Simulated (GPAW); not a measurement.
SnTe in GPAW: convergence with basis set

Input of the first run (basis set lcao:sz(dzp)); the others differ in this setting and in those tied to it:

Contents of run.py:

```python
from ase.dft.bandgap import bandgap
from ase.io import read, write
from gpaw import GPAW

atoms = read('SnTe.xyz')

calc = GPAW(mode='lcao',
            h=0.16,
            basis='sz(dzp)',
            xc='PBE',
            kpts={'size': (7, 7, 7), 'gamma': True},
            occupations={'name': 'fermi-dirac', 'width': 0.05},
            convergence={'density': 1e-05, 'energy': 1e-05},
            maxiter=100,
            txt='gpaw.txt')
atoms.calc = calc
energy = atoms.get_potential_energy()
forces = atoms.get_forces()
calc.write('gs.gpw')
write('result.traj', atoms)
print(f'Energy: {energy:.6f} eV')
print('Forces (eV/A):')
print(forces.round(4))
print('Fermi level:', round(calc.get_fermi_level(), 4), 'eV')
print(f'Gap: {bandgap(calc)[0]:.4f} eV, direct: {bandgap(calc, direct=True)[0]:.4f} eV')
```

The input SnTe.xyz:

```xyz
2
Lattice="0.0000000000 3.1508500000 3.1508500000 3.1508500000 0.0000000000 3.1508500000 3.1508500000 3.1508500000 0.0000000000" Properties=species:S:1:pos:R:3 pbc="T T T"
Te     3.1508500000      3.1508500000      3.1508500000
Sn     0.0000000000      0.0000000000      0.0000000000
```

Potentials or basis: GPAW PAW data sets (gpaw-data 1.2.1), lcao:sz(dzp).

Run with:

```console
$ OMP_NUM_THREADS=1 python run.py
```

Hardware: 1 thread of Arm Neoverse V2, on a shared host.

| basis set | energy less the tightest run, at zero smearing (meV/atom) | SCF cycles | CPU time (s) | peak memory (GiB) |
| --- | --- | --- | --- | --- |
| lcao:sz(dzp) | 777.17 | 8 | 11 | 0.2 |
| lcao:szp(dzp) | 439.67 | 7 | 30 | 0.21 |
| lcao:dz(dzp) | 538.59 | 8 | 15 | 0.2 |
| lcao:dzp | 296.46 | 8 | 39 | 0.22 |
| fd | -8.67 | 9 | 36 | 0.31 |
| pw | 0.00 | 9 | 13 | 0.17 |

Not settled before the last step: the energy (to 1 meV/atom). The tightest run that finished is the yardstick and may itself not be fully converged.

Caveat, for the tightest run too: this odd mesh misses L, where the gap lies, so gap, dielectric constants and Born charges aren't listed. The run has no spin-orbit coupling, so splittings on Te are missing.
